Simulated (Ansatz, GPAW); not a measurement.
This is a calculation of Nb for Ansatz 0.2.0. 

File input.yaml:

```yaml
crystal:
  lattice:
    - [-1.66395, 1.66395, 1.66395]
    - [1.66395, -1.66395, 1.66395]
    - [1.66395, 1.66395, -1.66395]
  atoms:
    - { symbol: Nb, position: [0.0, 0.0, 0.0] }
kpoints:
  mp_grid: { grid: [11, 11, 11] }
scf:
  occupations: { method: gaussian, width: 0.027 }
hamiltonian:
  xc: pbe
  pseudopotentials: { kind: all_electron, lapw: { basis_error: 0.001 } }
output:
  forces: true
  stress: true
  eigenvalues: true
```

Potentials or basis: all-electron LAPW, scalar-relativistic.

Launch:

```sh
$ ansatz run input.yaml --threads 1 --pin off --max-ram 3072MiB --backend cpu --events-out ev --progress --plain --runs-dir out
```

Task: Set up the same calculation for GPAW 26.7.0 (ASE script). Potentials or basis there: GPAW PAW data sets (gpaw-data 1.2.1), cutoff 600 eV.

Result: As run (cutoffs and basis follow the program's own potentials, and thresholds, step limits or extra output files can differ):

File run.py:

```python
from ase import Atoms
from ase.dft.bandgap import bandgap
from ase.io import write
from ase.units import Bohr, GPa
from gpaw import GPAW, PW
from gpaw.elf import elf_from_dft_calculation

atoms = Atoms(['Nb'],
              cell=[[-1.66395, 1.66395, 1.66395],
                    [1.66395, -1.66395, 1.66395],
                    [1.66395, 1.66395, -1.66395]],
              scaled_positions=[[0.0, 0.0, 0.0]],
              pbc=True)

calc = GPAW(mode=PW(600),
            xc='PBE',
            kpts={'size': (11, 11, 11), 'gamma': True},
            occupations={'name': 'methfessel-paxton', 'order': 0, 'width': 0.027000000000000003},
            nbands=15,
            convergence={'density': 1e-05, 'energy': 1e-05},
            maxiter=150,
            txt='gpaw.txt')
atoms.calc = calc
energy = atoms.get_potential_energy()
forces = atoms.get_forces()
stress = atoms.get_stress()
calc.write('gs.gpw')
write('result.traj', atoms)
print(f'Energy: {energy:.6f} eV')
print('Forces (eV/A):')
print(forces.round(4))
print('Stress (GPa):', (stress / GPa).round(3))
print('Fermi level:', round(calc.get_fermi_level(), 4), 'eV')
print(f'Gap: {bandgap(calc)[0]:.4f} eV, direct: {bandgap(calc, direct=True)[0]:.4f} eV')

# fields on the real-space grid
write('density.cube', atoms, data=calc.get_pseudo_density() * Bohr**3)
write('potential.cube', atoms, data=calc.get_electrostatic_potential())
write('elf.cube', atoms, data=elf_from_dft_calculation(calc).data)
```

Potentials or basis: GPAW PAW data sets (gpaw-data 1.2.1), pw.

Run with:

```bash
$ OMP_NUM_THREADS=1 python run.py
```

Both were run:

|  | Ansatz | GPAW |
| --- | --- | --- |
| Pressure | -1.7 GPa | -2.5 GPa |

Where Ansatz's input types no cutoff or centring, it takes its own default and a Γ-centred mesh.

Pressure is positive in compression.
